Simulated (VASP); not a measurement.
# VH (Fm-3m) in VASP: further runs

Runs on VH. Level: PBEsol. Tasks: single point.

All numbers are computed with VASP 6.6.1; they aren't measurements. Logs are shortened: lines on timing, memory, paths and dates and some standing lists are left out, and cuts for length are marked.

### Step 1. The cell of the first run

Symmetry: Fm-3m, No. 225, cubic system. The conventional cell has a = 3.731 Å, b = 3.731 Å, c = 3.731 Å, α = 90.00°, β = 90.00°, γ = 90.00°. Around V (site symmetry m-3m) lie 6 H at 1.87 Å. H (site symmetry m-3m) has 6 V at 1.87 Å as nearest neighbours.

The cell comes from a database or a generator and needn't be the stable form of this composition.

### Step 2. Single point, PBEsol (strain -0.050 along x and y, -0.050 along z, atoms carried along)

INCAR reads:

```
SYSTEM = VH
  ALGO = Normal
  EDIFF = 1E-6
  ENCUT = 520
  GGA = PS
  ISIF = 2
  ISMEAR = 0
  LASPH = .TRUE.
  LCHARG = .FALSE.
  LREAL = .FALSE.
  LWAVE = .FALSE.
  NBANDS = 14
  NELM = 100
  PREC = Accurate
  SIGMA = 0.15
```

KPOINTS reads:

```
k-points
0
G
  20 20 20
  0 0 0
```

POSCAR reads:

```
VH
1.0
    0.0000000000      1.8655659010      1.8655659010
    1.8655659010      0.0000000000      1.8655659010
    1.8655659010      1.8655659010      0.0000000000
V H
1 1
Direct
    0.0000000000      0.0000000000      0.0000000000
    0.5000000000      0.5000000000      0.5000000000
```

Potentials or basis: VASP PAW PBE potentials, release 64 (V_sv, H).

Command:

```bash
$ cat potpaw_PBE.64/V_sv/POTCAR potpaw_PBE.64/H/POTCAR > POTCAR
$ mpirun -np 1 vasp_std > vasp.out
```

OUTCAR:

```text
SYSTEM = VH
   EDIFF = 1E-6
   ENCUT = 520
   GGA = PS
   ISIF = 2
   ISMEAR = 0
   LASPH = .TRUE.
   LREAL = .FALSE.
   NELM = 100
   PREC = Accurate

 ion  position               nearest neighbor table
   1  0.000  0.000  0.000-   2 1.87   2 1.87   2 1.87   2 1.87   2 1.87   2 1.87
   2  0.500  0.500  0.500-   1 1.87   1 1.87   1 1.87   1 1.87   1 1.87   1 1.87

  LATTYP: Found a face centered cubic cell.
 ALAT       =     3.7311318020

  Lattice vectors:

 A1 = (   0.0000000000,   1.8655659010,   1.8655659010)
 A2 = (   1.8655659010,   0.0000000000,   1.8655659010)
 A3 = (   1.8655659010,   1.8655659010,   0.0000000000)

Analysis of symmetry for initial positions (statically):
=====================================================================
 Subroutine PRICEL returns:
 Original cell was already a primitive cell.

 Routine SETGRP: Setting up the symmetry group for a
 face centered cubic supercell.

 Subroutine GETGRP returns: Found 48 space group operations
 (whereof 48 operations were pure point group operations)
 out of a pool of 48 trial point group operations.

The static configuration has the point symmetry O_h .

Analysis of symmetry for dynamics (positions and initial velocities):
=====================================================================
 Subroutine PRICEL returns:
 Original cell was already a primitive cell.

 Routine SETGRP: Setting up the symmetry group for a
 face centered cubic supercell.

 Subroutine GETGRP returns: Found 48 space group operations
 (whereof 48 operations were pure point group operations)
 out of a pool of 48 trial point group operations.

The dynamic configuration has the point symmetry O_h .

 Subroutine INISYM returns: Found 48 space group operations
 (whereof 48 operations are pure point group operations),
 and found     1 'primitive' translations

----------------------------------------------------------------------------------------

                                     Primitive cell

  volume of cell :      12.9856

  direct lattice vectors                    reciprocal lattice vectors
     0.000000000  1.865565901  1.865565901    -0.268015190  0.268015190  0.268015190
     1.865565901  0.000000000  1.865565901     0.268015190 -0.268015190  0.268015190
     1.865565901  1.865565901  0.000000000     0.268015190  0.268015190 -0.268015190

  length of vectors
     2.638308599  2.638308599  2.638308599     0.464215927  0.464215927  0.464215927

  position of ions in fractional coordinates (direct lattice)
     0.000000000  0.000000000  0.000000000
     0.500000000  0.500000000  0.500000000

  ion indices of the primitive-cell ions
   primitive index   ion index
[... 82 lines left out ...]
   POTIM  = 0.5000    time-step for ionic-motion
   TEBEG  =    0.0;   TEEND  =   0.0 temperature during run
   PSTRESS=    0.0 pullay stress
   NELECT =      14.0000    total number of electrons
   NUPDOWN=      -1.0000    fix difference up-down
   EMIN   =  10.00;   EMAX   =-10.00  energy-range for DOS
   EFERMI =   0.00;   METHOD = LEGACY
   ISMEAR =     0;   SIGMA  =   0.15  broadening in eV -4-tet -1-fermi 0-gaus
   EFERMI_NEDOS =   21; number of points for ismear=-14 and -15
   IALGO  =     38    algorithm
   IMIX   =      4    mixing-type and parameters
     AMIX     =   0.40;   BMIX     =  1.00
     AMIX_MAG =   1.60;   BMIX_MAG =  1.00
  volume/ion in A,a.u.               =       6.49        43.82
  Fermi-wavevector in a.u.,A,eV,Ry     =   1.678663  3.172214 38.339997  2.817910
  Thomas-Fermi vector in A             =   2.762712
   LORBIT       =      0    0 simple, 1 ext, 2 COOP (PROOUT), +10 PAW based schemes
   GGA     = PS    functional components
   LHFCALC =     F    Hartree Fock is set to
   AEXX    =    0.0000 exact exchange contribution
   IVDW    =     0    specifies the selected vdW correction
   LEPSILON=     F    determine dielectric tensor
   LRPA    =     F    only Hartree local field effects (RPA)
 non-spin polarized calculation
 Gauss-broadening in eV      SIGMA  =   0.15
  energy-cutoff  :      520.00
  volume of cell :       12.99
 maximum number of plane-waves:       360
   NGX =  9   NGY =  9   NGZ =  9

 number of electron      14.0000003 magnetization

 Free energy of the ion-electron system (eV)
  ---------------------------------------------------
  ext. energy  EPLUGINS =         0.00000000
  ---------------------------------------------------
  free energy    TOTEN  =       -13.19206908 eV

  energy without entropy =      -13.17552399  energy(sigma->0) =      -13.18379653

 E-fermi :  11.7983     XC(G=0): -13.9637

 val. band max:       11.7936837514   @ k =   0.4500   0.1500   0.0500
 cond. band min:      11.8015493277   @ k =   0.1000   0.0000   0.0000
 fundamental gap:      0.0078655763
 Fermi energy:        11.7983459193

 k-point     1 :       0.0000    0.0000    0.0000
  band No.  band energies     occupation
      1     -51.9645      2.00000
      2     -25.3316      2.00000
      3     -25.3316      2.00000
      4     -25.3316      2.00000
      5       0.4889      2.00000
      6      11.6689      1.77767
      7      11.6689      1.77767
      8      11.6689      1.77767
      9      13.5302      0.00000
     10      13.5303      0.00000
     11      26.3580      0.00000
     12      29.1383      0.00000
     13      31.6562      0.00000
     14      31.6562      0.00000
[... 377 lines left out ...]
      1     -51.7656      2.00000
      2     -26.2806      2.00000
      3     -25.4714      2.00000
      4     -25.4345      2.00000
      5       4.4863      2.00000
      6       8.9117      2.00000
      7      11.3627      1.99996
      8      11.4281      1.99952
      9      14.2813      0.00000
     10      14.7111      0.00000
     11      20.5170      0.00000
     12      25.5194      0.00000
     13      32.8476      0.00000
     14      35.2396      0.00000

 [... further k-points ...]
[... 5 lines left out ...]
  --------------------------------------------------------------------------------------
  -------------------------------------------------------------------------------------
  Total        3.0581631      3.0581631      3.0581631      0.0000000     -0.0000000      0.0000000
  in kB      377.3196736    377.3196736    377.3196736      0.0000000     -0.0000000      0.0000000
  external PRESSURE =     377.3196736 kB  Pullay stress =       0.0000000 kB

 VOLUME and BASIS-vectors are now :
 -----------------------------------------------------------------------------
  energy-cutoff  :      520.00
  volume of cell :       12.99
      direct lattice vectors                 reciprocal lattice vectors
     0.000000000  1.865565901  1.865565901    -0.268015190  0.268015190  0.268015190
     1.865565901  0.000000000  1.865565901     0.268015190 -0.268015190  0.268015190
     1.865565901  1.865565901  0.000000000     0.268015190  0.268015190 -0.268015190

 POSITION                                       TOTAL-FORCE (eV/Angst)
 -----------------------------------------------------------------------------------
      0.00000      0.00000      0.00000        -0.000000      0.000000     -0.000000
      1.86557      1.86557      1.86557         0.000000     -0.000000      0.000000
 -----------------------------------------------------------------------------------
    total drift:                                0.000000     -0.000000     -0.000000

  FREE ENERGIE OF THE ION-ELECTRON SYSTEM (eV)
  ---------------------------------------------------
  free  energy   TOTEN  =       -13.1920690757 eV

  energy  without entropy=      -13.1755239918  energy(sigma->0) =      -13.18379653
```

OSZICAR:

```text
N       E                     dE             d eps       ncg     rms          rms(c)
DAV:   1     0.952443593002E+02    0.95244E+02   -0.75021E+03  7252   0.116E+03
DAV:   2    -0.135040956630E+02   -0.10875E+03   -0.10455E+03  7534   0.320E+02
DAV:   3    -0.150623710384E+02   -0.15583E+01   -0.15547E+01  8014   0.428E+01
DAV:   4    -0.150682859785E+02   -0.59149E-02   -0.59148E-02  8020   0.281E+00
DAV:   5    -0.150683402313E+02   -0.54253E-04   -0.54253E-04  8008   0.251E-01    0.286E+01
DAV:   6    -0.132422347345E+02    0.18261E+01   -0.27773E+00  7480   0.300E+01    0.493E+00
DAV:   7    -0.132038204514E+02    0.38414E-01   -0.90464E-02  7414   0.284E+00    0.269E+00
DAV:   8    -0.131920771627E+02    0.11743E-01   -0.13777E-02  8230   0.148E+00    0.506E-01
DAV:   9    -0.131920845251E+02   -0.73623E-05   -0.24495E-04  7522   0.181E-01    0.117E-01
DAV:  10    -0.131920712490E+02    0.13276E-04   -0.34317E-05  7702   0.433E-02    0.590E-03
DAV:  11    -0.131920693602E+02    0.18888E-05   -0.12128E-06  7352   0.106E-02    0.133E-03
DAV:  12    -0.131920690757E+02    0.28451E-06   -0.24057E-08  3716   0.239E-03
   1 F= -.13192069E+02 E0= -.13183797E+02  d E =-.165451E-01
```

Run time: 23 s. Hardware: 1 thread of Intel Xeon Platinum 8559C (Emerald Rapids), shared host; peak memory 0.16 GiB.

What came out:

* Free energy: -13.1921 eV
* Pressure: 37.7 GPa
* Band gap on the k mesh: none (metal or under the smearing width)

Caveat: so large a pressure means that the cell lies far from this level's equilibrium, or that cutoff or potentials fall short; the potentials were made for another functional, which shifts forces and pressure.

### Step 3. Single point, PBEsol (strain +0.050 along x and y, +0.000 along z, atoms carried along)

INCAR reads:

```
SYSTEM = VH
ALGO = Fast ; EDIFF = 1E-6
ENCUT = 520 ; GGA = PS
ISIF = 2 ; ISMEAR = 0
LASPH = .TRUE. ; LCHARG = .TRUE.
LELF = .TRUE. ; LREAL = .FALSE.
LVHAR = .TRUE. ; LWAVE = .FALSE.
NBANDS = 14 ; NELM = 100
PREC = Accurate ; SIGMA = 0.15
```

KPOINTS is that of step 2.

POSCAR reads:

```
VH
1.0
    0.0000000000      2.0619412590      1.9637535800
    2.0619412590      0.0000000000      1.9637535800
    2.0619412590      2.0619412590      0.0000000000
V H
1 1
Direct
    0.0000000000      0.0000000000      0.0000000000
    0.5000000000      0.5000000000      0.5000000000
```

Potentials or basis: VASP PAW PBE potentials, release 64 (V_sv, H).

Command:

```bash
$ cat potpaw_PBE.64/V_sv/POTCAR potpaw_PBE.64/H/POTCAR > POTCAR
$ mpirun -np 1 vasp_std > vasp.out
```

It took 60 s on 1 thread of Intel Xeon Platinum 8559C (Emerald Rapids), shared host; peak memory 0.26 GiB.

It converged, with:

```
Free energy            : -13.2702 eV
Pressure               : -19.7 GPa
Band gap on the k mesh : none (metal or under the smearing width)
```

Stress tensor (GPa, compression positive):
```
-19.39   0.00   0.00
  0.00 -19.39   0.00
  0.00   0.00 -20.27
```

Levels at points of the mesh, in eV from the Fermi level:
```tsv
k point	band 4	band 5	band 6	band 7	band 8	band 9	band 10	band 11
(0.00, 0.00, 0.00)	-37.68	-10.00	-0.17	-0.17	0.18	1.04	1.36	11.78
(0.50, 0.00, 0.00)	-37.73	-5.22	-3.54	-0.60	-0.24	2.17	2.35	6.41
(0.50, 0.50, 0.00)	-37.88	-6.94	-2.40	2.01	2.18	2.59	2.59	6.34
(0.50, 0.00, 0.50)	-37.82	-7.01	-2.31	1.12	2.14	2.45	2.69	5.82
```

Caveat: so large a pressure means that the cell lies far from this level's equilibrium, or that cutoff or potentials fall short; the potentials were made for another functional, which shifts forces and pressure.

### Step 4. Single point, PBEsol (strain -0.050 along x and y, +0.050 along z, atoms carried along)

INCAR reads:

```
ALGO = Fast ; EDIFF = 1E-7
ENCUT = 520 ; GGA = PS
ISIF = 2 ; ISMEAR = 0
LASPH = True ; LCHARG = False
LREAL = False ; LWAVE = False
NBANDS = 14 ; NELM = 100
PREC = Accurate ; SIGMA = 0.15
```

KPOINTS reads:

```
k-points
0
Gamma
  20 20 20
```

POSCAR reads:

```
VH
1.0
    0.0000000000      1.8655659010      2.0619412590
    1.8655659010      0.0000000000      2.0619412590
    1.8655659010      1.8655659010      0.0000000000
V H
1 1
Direct
    0.0000000000      0.0000000000      0.0000000000
    0.5000000000      0.5000000000      0.5000000000
```

Command:

```bash
$ cat potpaw_PBE.64/V_sv/POTCAR potpaw_PBE.64/H/POTCAR > POTCAR
$ mpirun -np 1 vasp_std > vasp.out
```

Run time: 59 s. Hardware: 1 thread of Intel Xeon Platinum 8559C (Emerald Rapids), shared host; peak memory 0.24 GiB.

It converged, with:

```yaml
Free_energy: -13.3730 eV
Pressure: 8.7 GPa
Band_gap_on_the_k_mesh: none (metal or under the smearing width)
```

Stress tensor (GPa, compression positive):
```
10.33  0.00  0.00
 0.00 10.33  0.00
 0.00  0.00  5.37
```

Levels at points of the mesh, in eV from the Fermi level:
```csv
k point,band 3,band 4,band 5,band 6,band 7,band 8,band 9,band 10,band 11,band 12
"(0.00, 0.00, 0.00)",-37.43,-37.43,-10.87,-0.74,0.19,0.19,0.77,1.90,13.47,16.89
"(0.50, 0.00, 0.00)",-37.60,-37.47,-5.48,-4.10,-1.02,-0.18,2.54,2.91,7.85,10.67
"(0.50, 0.50, 0.00)",-37.63,-37.63,-8.11,-2.85,0.57,2.66,3.07,3.07,6.42,12.47
"(0.50, 0.00, 0.50)",-37.85,-37.69,-8.04,-2.96,2.51,2.56,2.74,3.50,7.70,10.33
```

Caveat: the PAW data sets were made with another functional, which shifts forces and pressure a little.

### Step 5. Single point, PBEsol (strain +0.000 along x and y, -0.050 along z, atoms carried along)

INCAR reads:

```
PREC = Accurate ; ENCUT = 520
EDIFF = 1E-7 ; ISMEAR = 0
SIGMA = 0.15 ; LREAL = False
LASPH = True ; NELM = 100
ALGO = Fast ; ISIF = 2
LWAVE = False ; LCHARG = False
GGA = PS ; NBANDS = 14
```

KPOINTS reads:

```
regular mesh
0
Gamma
  20 20 20
```

POSCAR reads:

```
VH
1.0
    0.0000000000      1.9637535800      1.8655659010
    1.9637535800      0.0000000000      1.8655659010
    1.9637535800      1.9637535800      0.0000000000
V H
1 1
Direct
    0.0000000000      0.0000000000      0.0000000000
    0.5000000000      0.5000000000      0.5000000000
```

Potentials or basis: VASP PAW PBE potentials, release 64 (V_sv, H).

Command:

```bash
$ cat potpaw_PBE.64/V_sv/POTCAR potpaw_PBE.64/H/POTCAR > POTCAR
$ mpirun -np 1 vasp_std > vasp.out
```

OUTCAR:

```text
PREC = Accurate
   ENCUT = 520
   EDIFF = 1E-7
   ISMEAR = 0
   LREAL = False
   LASPH = True
   NELM = 100
   ISIF = 2
   GGA = PS

 ion  position               nearest neighbor table
   1  0.000  0.000  0.000-   2 1.87   2 1.87
   2  0.500  0.500  0.500-   1 1.87   1 1.87

  LATTYP: Found a body centered tetragonal cell.
 ALAT       =     2.7771669460
 C/A-ratio  =     1.3435028843

  Lattice vectors:

 A1 = (   0.0000000000,  -1.9637535800,  -1.8655659010)
 A2 = (   0.0000000000,   1.9637535800,  -1.8655659010)
[... 586 lines left out ...]
      9      12.6531      0.00000
     10      12.9247      0.00000
     11      18.3247      0.00000
     12      23.1433      0.00000
     13      30.2189      0.00000
     14      31.6033      0.00000

 [... further k-points ...]
[... 5 lines left out ...]
  --------------------------------------------------------------------------------------
  -------------------------------------------------------------------------------------
  Total        0.6701036      0.6701036      0.6472250      0.0000000      0.0000000      0.0000000
  in kB       74.6170259     74.6170259     72.0694673      0.0000000      0.0000000      0.0000000
  external PRESSURE =      73.7678397 kB  Pullay stress =       0.0000000 kB

 VOLUME and BASIS-vectors are now :
 -----------------------------------------------------------------------------
  energy-cutoff  :      520.00
  volume of cell :       14.39
      direct lattice vectors                 reciprocal lattice vectors
     0.000000000  1.963753580  1.865565901    -0.254614431  0.254614431  0.268015190
     1.963753580  0.000000000  1.865565901     0.254614431 -0.254614431  0.268015190
     1.963753580  1.963753580  0.000000000     0.254614431  0.254614431 -0.268015190

 POSITION                                       TOTAL-FORCE (eV/Angst)
 -----------------------------------------------------------------------------------
      0.00000      0.00000      0.00000         0.000000      0.000000      0.000000
      1.96375      1.96375      1.86557         0.000000      0.000000      0.000000
 -----------------------------------------------------------------------------------
    total drift:                                0.000000     -0.000000     -0.000000

  FREE ENERGIE OF THE ION-ELECTRON SYSTEM (eV)
  ---------------------------------------------------
  free  energy   TOTEN  =       -13.3818561537 eV

  energy  without entropy=      -13.3657541416  energy(sigma->0) =      -13.37380515
```

Run time: 67 s. Hardware: 1 thread of Intel Xeon Platinum 8559C (Emerald Rapids), shared host; peak memory 0.24 GiB.

What came out:

* Free energy: -13.3819 eV
* Pressure: 7.4 GPa
* Band gap on the k mesh: none (metal or under the smearing width)

Stress tensor (GPa, compression positive):
```
7.46 0.00 0.00
0.00 7.46 0.00
0.00 0.00 7.21
```

Levels at points of the mesh, in eV from the Fermi level:
| k point | band 4 | band 5 | band 6 | band 7 | band 8 | band 9 | band 10 | band 11 |
| --- | --- | --- | --- | --- | --- | --- | --- | --- |
| (0.00, 0.00, 0.00) | -37.39 | -10.81 | -0.24 | -0.24 | 0.20 | 1.26 | 1.67 | 13.39 |
| (0.50, 0.00, 0.00) | -37.46 | -5.45 | -4.05 | -0.77 | -0.31 | 2.65 | 2.89 | 7.83 |
| (0.50, 0.50, 0.00) | -37.71 | -7.93 | -2.97 | 2.61 | 2.68 | 3.19 | 3.19 | 7.64 |
| (0.50, 0.00, 0.50) | -37.60 | -7.96 | -2.84 | 1.53 | 2.63 | 3.00 | 3.31 | 7.04 |

Caveat: the PAW data sets were made with another functional, which shifts forces and pressure a little.

### Step 6. Overview

```csv
cell,gap on the mesh (eV),pressure (GPa)
"strain -0.050 along x and y, -0.050 along z, atoms carried along",none,37.7
"strain +0.050 along x and y, +0.000 along z, atoms carried along",none,-19.7
"strain -0.050 along x and y, +0.050 along z, atoms carried along",none,8.7
"strain +0.000 along x and y, -0.050 along z, atoms carried along",none,7.4
```

Alike in all rows: task single point; level PBEsol; potentials or basis VASP PAW PBE potentials, release 64 (V_sv, H); no spin polarisation; k mesh 20 × 20 × 20; cutoff (eV) 520; smearing gaussian 0.15 eV.

Caveats: so large a pressure means that the cell lies far from this level's equilibrium, or that cutoff or potentials fall short (some runs); the potentials were made for another functional, which shifts forces and pressure (some runs); the PAW data sets were made with another functional, which shifts forces and pressure a little (some runs).

Total energies depend on the potentials used, so only differences within one code and one set of settings carry meaning.
